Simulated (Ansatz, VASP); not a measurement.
**One calculation of Sn, two programs**

INCAR

```
SYSTEM = Sn
ALGO = Normal
EDIFF = 1E-7
ENCUT = 520
GGA = PS
ISIF = 2
ISMEAR = -1
LASPH = .True.
LCHARG = .True.
LELF = .True.
LREAL = .False.
LVHAR = .True.
LWAVE = .False.
NBANDS = 13
NELM = 60
PREC = Accurate
SIGMA = 0.1
```

The input KPOINTS:

```
k-points
0
Gamma
  14 14 14
  0 0 0
```

POSCAR

```
Sn
1.0
    2.9817611280      0.0000000000      0.0000000000
    0.0000000000      2.9817611280      0.0000000000
    0.0000000000      0.0000000000      2.9817611280
Sn
1
Direct
    0.0000000000      0.0000000000      0.0000000000
```

Input for Ansatz:

```yaml
crystal:
  lattice:
    - [2.981761128, 0.0, 0.0]
    - [0.0, 2.981761128, 0.0]
    - [0.0, 0.0, 2.981761128]
  atoms:
    - { symbol: Sn, position: [0.0, 0.0, 0.0] }
kpoints:
  mp_grid: { grid: [14, 14, 14] }
scf:
  occupations: { method: fermi_dirac, width: 0.1 }
hamiltonian:
  xc: pbesol
  pseudopotentials: { kind: all_electron, lapw: { basis_error: 0.001 } }
output:
  forces: true
  stress: true
  eigenvalues: true
  populations: true
```

Change from the starting cell: volume scaled by 0.95, LAPW.

Alike in both runs: task single point; functional PBEsol; k mesh 14 × 14 × 14; occupations fermi-dirac, width 0.1 eV; no spin polarisation.

```csv
,VASP,Ansatz
version,VASP 6.6.1,Ansatz 0.2.0
potentials or method,"VASP PAW PBE potentials, release 64 (Sn_d)","all-electron LAPW, scalar-relativistic"
plane-wave cutoff (eV),520,see its input
```

|  | VASP | Ansatz | Ansatz less VASP |
| --- | --- | --- | --- |
| pressure (GPa) | 3.1 | 3.1 | +0.05 |

Ansatz ran all-electron here, so the differences hold the error of VASP's frozen core and of both bases.

Caveats: the PAW data sets were made with another functional, which shifts forces and pressure a little (VASP).
